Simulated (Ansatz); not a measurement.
A plane-wave DFT run in Ansatz 0.2.0 (scalar-relativistic PAW potentials unless the input names others): input and command.

```yaml
crystal:
  lattice:
    - [0.0, 3.2718525, 3.320205]
    - [3.2718525, 0.0, 3.320205]
    - [3.2718525, 3.2718525, 0.0]
  atoms:
    - { symbol: Hg, position: [0.0, 0.0, 0.0] }
    - { symbol: Te, position: [0.75, 0.75, 0.75] }
basis:
  ecutwfc: 420
kpoints:
  mp_grid: { grid: [14, 14, 14] }
hamiltonian:
  xc: pbe
scf:
  occupations: { method: gaussian, width: 0.15 }
  mixing: { preconditioner: kerker_dos }
output:
  forces: true
  eigenvalues: true
  stress: true
```

```bash
ansatz run input.yaml --threads 1 --pin off --max-ram 2560MiB --backend cpu --events-out ev --progress --plain --runs-dir out
```

Abridged log:
```
Pseudopotentials: kind: paw
Pseudopotential: Hg, paw, valence charge 20, recommended cutoff 420 eV (normal)
Pseudopotential: Te, paw, valence charge 16, recommended cutoff 420 eV (normal)
Functional definition: PBE
Crystal: 2 atoms, lattice volume = 71.086 Å³
Basis set: ecut = 420 eV, 1403 PW (Γ), exchange–correlation on 64×64×64 points (8 copies of the dense FFT grid, shifted against one another)
Bands: 22, of which v1, the nominal top of the filled ones, is band 18 counted from 1 (17 counted from 0)
Symmetry: 8 space group operations
Space group: I-4m2 (ITA 119), of the structure as read, at distance tolerance 4.1e-5 Å
k-points: 244 of 2744 (time reversal used)
Initial density: superposition of atomic densities (neutral atoms: chi_scale 0, normalization atom), corrected by the library's trained network
Initial wavefunctions: pseudopotential atomic-orbital guess
Functional: x = pbe(κ = 0.804, μ = 0.21951497), c = pbe(β = 0.06672455)
SCF iter   1: F=—  HF=-20793.739969 eV  |F-HF|=—  |Δ(HF+E_count)|=         —  Δρ=1.22e-3  dr2=2.42e-3  ethr=1.77e-3  ⟨swp⟩=5.9  Hψ=24828  notcnv=0
SCF iter   2: F=—  HF=-20793.739821 eV  |F-HF|=—  |Δ(HF+E_count)|=   1.48e-4  Δρ=5.37e-4  dr2=2.40e-4  ethr=6.72e-6  ⟨swp⟩=2.3  Hψ=9795  notcnv=0
SCF iter   3: F=—  HF=-20793.739931 eV  |F-HF|=—  |Δ(HF+E_count)|=   1.10e-4  Δρ=2.16e-4  dr2=3.24e-5  ethr=6.68e-7  ⟨swp⟩=2.0  Hψ=7321  notcnv=0
SCF iter   4: F=—  HF=-20793.740000 eV  |F-HF|=—  |Δ(HF+E_count)|=   6.90e-5  Δρ=9.33e-5  dr2=8.02e-6  ethr=9.01e-8  ⟨swp⟩=2.0  Hψ=7476  notcnv=0
SCF iter   5: F=—  HF=-20793.740022 eV  |F-HF|=—  |Δ(HF+E_count)|=   2.19e-5  Δρ=2.19e-5  dr2=3.85e-7  ethr=2.23e-8  ⟨swp⟩=2.0  Hψ=7568  notcnv=0
SCF iter   6: F=-20793.740024 eV  HF=-20793.740024 eV  |F-HF|=5.72e-8  |Δ(HF+E_count)|=   1.92e-6  Δρ=3.59e-6  dr2=1.12e-8  ethr=2.78e-10  ⟨swp⟩=7.2  Hψ=24767  notcnv=0
SCF 1 converged in 6 iterations: F = -20793.740024 eV  dr2 = 1.12e-8
SCF converged after 6 iterations
Free energy (F): -20793.740024 eV
Harris-Foulkes:  -20793.740024 eV  (|F-HF|=5.72e-8)
Internal energy: -20793.739742 eV  (E = F + TS)
E sigma→0 (E₀):  -20793.739883 eV
Entropy (-TS):   -0.000282 eV (-0.141 meV/atom)
Fermi energy:    8.060873 eV
--- Forces (eV/Å), atoms counted from 1 ---
  atom   1  Hg     0.00000000     0.00000000     0.00000000
  atom   2  Te     0.00000000     0.00000000     0.00000000
--- Stress (GPa, compression-positive) ---
        1.336141       0.000000       0.000000
        0.000000       1.336141       0.000000
        0.000000       0.000000       1.123882
  P = ⅓ Tr σ = 1.2654 GPa (12.654 kbar)
```

Apart from outputs and empty bands, the input differs from a reference run on usual settings in scf.mixing.preconditioner: not typed → "kerker_dos". The reference, at the same geometry (not necessarily relaxed), gave pressure 1.27 GPa, largest force 0.000 eV/Å, no gap on the mesh. This run converged in 6 SCF iterations (reference: 6) with an energy at zero smearing within 0.01 meV/atom of the reference's, pressure 1.27 GPa, largest force 0.000 eV/Å, no gap on the mesh.

Time: 14 s on 1 thread of Intel(R) Xeon(R) 6975P-C (Granite Rapids), on a shared host, peak memory 0.64 GiB.